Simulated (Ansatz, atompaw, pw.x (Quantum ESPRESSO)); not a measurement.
# Ge (Z = 32): one change to the PAW (atompaw) potential, in the atom and in the bcc crystal

Ge (Z = 32), PAW, made with atompaw 4.2.0.5 (PBE, scalar-relativistic). Core [Ar] 3d10, reference 4s2 4p2. Waves: 4s (bound): rc 1.65 bohr; 4s channel at 2.95 Ry: rc 2.35 bohr; 4p (bound): rc 2.35 bohr; 4p channel at 3.95 Ry: rc 2.35 bohr; 4d channel at 0.35 Ry: rc 2.35 bohr. Local part: bessel scheme, radius 1.65 bohr. Core correction: smooth core density matched at 1.20 bohr. Augmentation charge: gaussian compensation charge, radius 1.90 bohr; PAW radius 2.35 bohr; waves and projectors: custom rrkj gramschmidtortho.

Change: all radii scaled by about 0.87 (s 1.42, p 2.04, d 2.04 bohr); local potential bessel scheme, radius 1.42 bohr; augmentation gaussian compensation charge, radius 1.64 bohr; PAW radius 2.04 bohr; waves and projectors: custom rrkj gramschmidtortho; core correction smooth core density matched at 1.04 bohr.

Cutoffs, loose and tight: the cutoffs (Ry, on a coarse ladder) from which the occupation-weighted sum of valence levels, in a spherical-Bessel basis at the reference potential, stays within 10 and 1 mRy of its value at 400 Ry. They see the waves and projectors alone, not the compensation charge or the core.

Crystal test: bcc Ge in pw.x 7.5, no spin, 14³ k-points, Fermi–Dirac smearing 0.01 Ry, cutoffs set for each file from its atomic test. The reference is all-electron LAPW (Ansatz 0.2.0) with the same functional, mesh and smearing; V0 and B0 come from Birch–Murnaghan fits to the pressures at five volumes. Errors are pseudo minus all-electron; Δ is the rms difference of the E(V) curves that follow from these fits, minima aligned, over ±6 % about the mean V0. Mesh and smearing are coarse, so the numbers serve the comparison and aren't converged zero-temperature values; the lattice is a test structure that the element need not adopt.

All-electron: a0 = 3.377 Å (V0 = 19.26 Å³/atom), B0 = 64.5 GPa.

Q: Does the change bring the crystal closer to the all-electron result?

A: The mean pressure error goes from -0.61 to -0.79 GPa, so the change moves the solid further from the all-electron pressures.

```json
{"quantity": "outcome (atom)", "base": "generated", "changed": "generated"}
{"quantity": "cutoff, loose (atom)", "base": "12 Ry", "changed": "18 Ry"}
{"quantity": "cutoff, tight (atom)", "base": "18 Ry", "changed": "25 Ry"}
{"quantity": "bound ghosts (atom)", "base": "none", "changed": "none"}
{"quantity": "cutoffs in pw.x (Ry)", "base": "40/400", "changed": "40/400"}
{"quantity": "a0 (Å)", "base": "3.367", "changed": "3.363"}
{"quantity": "a0 error (%)", "base": "-0.32", "changed": "-0.42"}
{"quantity": "B0 error (%)", "base": "+2.1", "changed": "+1.4"}
{"quantity": "Δ (meV/atom)", "base": "2.6", "changed": "3.4"}
{"quantity": "mean pressure error (GPa)", "base": "-0.61", "changed": "-0.79"}
```

 The atomic cutoffs weigh occupied waves only.
